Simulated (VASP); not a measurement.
Sc:

```
Sc
1.0
     3.30900    0.00000    0.00000
    -1.65450    2.86568    0.00000
     0.00000    0.00000    5.27330
Sc
2
Direct
  0.66667 0.33333 0.75000
  0.33333 0.66667 0.25000
```

Base run:

```yaml
Program: VASP 6.6.1
Functional: PBEsol
Potentials_or_basis: VASP PAW PBE potentials, release 64 (Sc_sv_GW)
Cutoff: 550 eV
k_mesh: 9 × 9 × 5
Occupations: gaussian, width 0.02 eV
Spin: no spin polarisation
```

Its results: band gap on the k mesh none (metal or under the smearing width); pressure -2.3 GPa.

Question: The run is repeated on the same cell with these changes: further incar settings from ALGO = Fast; EDIFF = 1e-06; NBANDS = 18 to ALGO = Normal; EDIFF = 1.00e-06. What comes out?

Answer: Band gap on the k mesh none (metal or under the smearing width); pressure -3.4 GPa.

Caveats: the PAW data sets were made with another functional, which shifts forces and pressure a little.
